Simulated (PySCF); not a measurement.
# One molecule, a ladder of functionals, a line

Molecule: `OCc1ccccc1`, C7H8O.

Bonds (- single, = double, # triple, : aromatic): O1-C2, C2-C3, C3:C4, C4:C5, C5:C6, C6:C7, C7:C8, C8:C3. O1 carries H9; C2 carries H10, H11; C4 carries H12; C5 carries H13; C6 carries H14; C7 carries H15; C8 carries H16.

GIAO shieldings (ppm, equivalent atoms averaged) in PySCF 2.14 on the PBE0-D3(BJ)/def2-SVP geometry, basis pcSseg-1, gas phase, non-relativistic:

| functional | exact exchange (%) | σ(O1) |
| --- | --- | --- |
| BP86 | 0 | 285.6 |
| PBE | 0 | 284.7 |
| B3LYP | 20 | 288.6 |
| mPW1PW91 | 25 | 294.3 |
| BHandHLYP | 50 | 299.0 |

Problem. Fit each shielding as a line in the percentage of exact exchange.

Solution. σ(O1) = 285.1 + 0.28 x (rms 1.4 ppm). The functionals also differ in their semilocal parts, which the line can't hold.

Problem. What does the line predict for PBE0 (25 %), and what does the run give?

Solution. σ(O1): 292.1 predicted, 295.3 computed ppm.
